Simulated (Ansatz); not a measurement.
SiC:

```
CELL_PARAMETERS angstrom
3.07569 0.00000 0.00000
-1.53785 2.66363 0.00000
0.00000 0.00000 10.07065
ATOMIC_POSITIONS crystal
Si 0.00000 0.00000 0.18789
Si 0.00000 0.00000 0.68789
Si 0.33333 0.66667 0.43784
Si 0.66667 0.33333 0.93784
C 0.00000 0.00000 0.00046
C 0.00000 0.00000 0.50046
C 0.33333 0.66667 0.24980
C 0.66667 0.33333 0.74980
```

The cell is a database's computed one.

```yaml
Program: Ansatz 0.2.0
Task: relaxation of cell and atoms
Functional: BPBE
Potentials_or_basis: Ansatz PAW
Cutoff: "420 eV (not typed: the program's choice for these potentials)"
k_mesh: 10 × 10 × 3
Occupations: fermi-dirac, width 0.05 eV
Spin: no spin polarisation
```

At the start: volume 10.31 Å³/atom.

**Question.** How do energy, volume and symmetry change on relaxing?

**Answer.** It ends after 8 steps and the volume is 10.50 Å³/atom (+1.9 %); space group P6_3mc (No. 186, to 0.05 Å).

The path:
```tsv
step	energy change (eV)	largest force (eV/Å)	volume (Å³)
1	0.0000	0.0051	82.50
2	-0.0135	0.0051	83.31
3	-0.0163	0.0002	84.00
4	-0.0163	0.0020	84.02
5	-0.0163	0.0001	84.02
6	-0.0192	0.0001	84.02
7	-0.0192	0.0001	84.04
8	-0.0193	0.0001	84.04
```

Final structure:
```xyz
8
Lattice="3.0948 0.0000 0.0000 -1.5474 2.6802 0.0000 0.0000 0.0000 10.1319" Properties=species:S:1:pos:R:3 pbc="T T T"
Si    0.0000    0.0000    1.9037
Si    0.0000    0.0000    6.9697
Si    0.0000    1.7868    4.4362
Si    1.5474    0.8934    9.5022
C     0.0000    0.0000    0.0046
C     0.0000    0.0000    5.0705
C     0.0000    1.7868    2.5310
C     1.5474    0.8934    7.5970
```

Caveat: the plane-wave basis is chosen anew once the cell has moved, so the energies of steps on either side of that aren't comparable; the PAW data sets come from PBE, with cores solved anew for the run's functional, which leaves a small shift of forces and pressure.
